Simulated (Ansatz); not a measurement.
**What DFT gives for BaTiO3**

```xyz
10
Lattice="4.0475 0.0000 0.0000 0.0000 8.0949 0.0000 0.0000 0.0000 4.0659" Properties=species:S:1:pos:R:3 pbc="T T T"
Ba    0.0000    0.0000    0.0000
Ba    0.0000    4.0475    0.0000
Ti    2.0237    2.0237    1.9598
Ti    2.0237    6.0712    1.9598
O     2.0237    2.0237    0.0651
O     2.0237    6.0712    0.0651
O     2.0237    0.0000    2.0939
O     2.0237    4.0475    2.0939
O     0.0000    2.0237    2.0939
O     0.0000    6.0712    2.0939
```

Single point in Ansatz 0.2.0 with r2SCAN, with U_eff = 6.8 eV on Ti d (atomic projectors), no spin polarisation. Cutoff 500 eV, PAW datasets, 6×3×6 Γ-centred k mesh, cold filling (width 0.0392 eV).

**Forces.** The largest is on Ti3 (and as large on other atoms): 0.43 eV/Å, components (0.00, 0.00, 0.43). It makes 180° with the line to a nearest neighbour, O5 at 1.89 Å, pointing away from it.
**Band edges.** Within 0.7 eV of the edges, the states project mainly on O p (95 %) below the gap and on Ti d (87 %) above it.
**Electronic structure.** The gap is 2.95 eV, indirect (the least direct gap found is 3.10 eV). A semilocal functional usually gives too small a gap.
**Stress.** The pressure is -2.0 GPa (compression positive), so with the atoms held at these fractions the cell would first shrink. The principal stresses -2.4, -2.4, -1.3 GPa differ, so its shape would change too.

Origin: a database entry at a rescaled volume.
